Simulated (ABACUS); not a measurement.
Ta: equation of state with LDA

**What was measured.**

“Pressure effects on the electronic structure and superconductivity of (TaNb)0.67(HfZrTi)0.33 high entropy alloy”, 2019, arxiv:1910.08312 quotes, for a bulk crystal of Ta: bulk modulus 194 GPa.

Ta:

```
Ta
1.0
    -1.65128    1.65128    1.65128
     1.65128   -1.65128    1.65128
     1.65128    1.65128   -1.65128
Ta
1
Direct
  0.00000 0.00000 0.00000
```

```
Program                                       : ABACUS 3.10.1
Task                                          : equation of state
Functional                                    : LDA
Potentials or basis                           : PseudoDojo NC SR 0.4.1 LDA stringent
Cutoff                                        : 1796 eV
Density cutoff                                : 7184 eV
Basis                                         : plane waves
k mesh                                        : 9 × 9 × 9
Occupations                                   : fermi-dirac, width 0.05 eV
Spin                                          : no spin polarisation
Radial cutoff of the potentials (pseudo_rcut) : 10 bohr
SCF threshold on the density                  : 1e-08
Max SCF steps                                 : 100
Eigensolver                                   : dav
Mixing                                        : broyden
Mixing share                                  : 0.7
Symmetry key                                  : 1
Bands                                         : 18
```

```yaml
Equilibrium_volume: 17.10 Å³/atom
Bulk_modulus: 210 GPa
Pressure_derivative_of_the_bulk_modulus: "4.3 (rough: it moves with the points fitted)"
```

Energy against volume, from the lowest point:
| volume (Å³/atom) | energy (meV/atom) |
| --- | --- |
| 16.930 | 0.00 |
| 17.650 | 9.83 |
| 18.371 | 53.41 |
| 19.091 | 124.07 |

All runs of the series together: 50 s on 4 threads of Intel(R) Xeon(R) Platinum 8259CL CPU @ 2.50GHz (Skylake/Cascade Lake), on a shared host.

A measured bulk modulus of Ta is 194 GPa (quoted in “Pressure effects on the electronic structure and superconductivity of (TaNb)0.67(HfZrTi)0.33 high entropy alloy”, 2019, arxiv:1910.08312); the calculated 210 GPa misses it by +8.2 %. The fit is for a static lattice scaled at fixed shape and fixed fractional positions.

Spin-orbit coupling is left out, which matters for the levels of Ta. LDA usually gives volumes a few per cent too small.
